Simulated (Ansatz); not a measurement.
Runs of Ansatz 0.2.0 on CaO. The structure is cubic, space group Fm-3m (No. 225). The conventional cell has a = 4.807 Å, b = 4.807 Å, c = 4.807 Å, α = 90.00°, β = 90.00°, γ = 90.00°. Ca (site symmetry m-3m) has 6 O at 2.40 Å as nearest neighbours. O (site symmetry m-3m) has 6 Ca at 2.40 Å as nearest neighbours. The cell is a database's computed one.

```tsv
task	level	cell	k mesh	cutoff (eV)	smearing	basis error allowed	gap on the mesh (eV)	pressure (GPa)	relaxed volume (Å³/atom)
relaxation of cell and atoms	RPBE+D4	relaxed	10 × 10 × 10	-	fermi-dirac 0.05 eV	0.001 eV/atom	3.76	0.0	(b)
relaxation of cell and atoms	PBEsol+D3(BJ)	relaxed	10 × 10 × 10	-	fermi-dirac 0.05 eV	0.001 eV/atom	3.52	0.0	13.16
single point	PBE	as given	10 × 10 × 10	246	gaussian 0.025 eV	0.001 eV/atom	3.65	(a)	-
phonons	LDA	as given	7 × 7 × 7	261	fermi-dirac 0.05 eV	0.001 eV/atom	3.58	-	-
```

Alike in all rows: potentials or basis all-electron LAPW, scalar-relativistic; no spin polarisation.

Task: Estimate the missing entries.

Result: (a) 1.6; (b) 14.06.

Caveats: an odd mesh through Γ misses points on the zone boundary, where band edges often lie (some runs).

Not every run made on this cell is shown here.
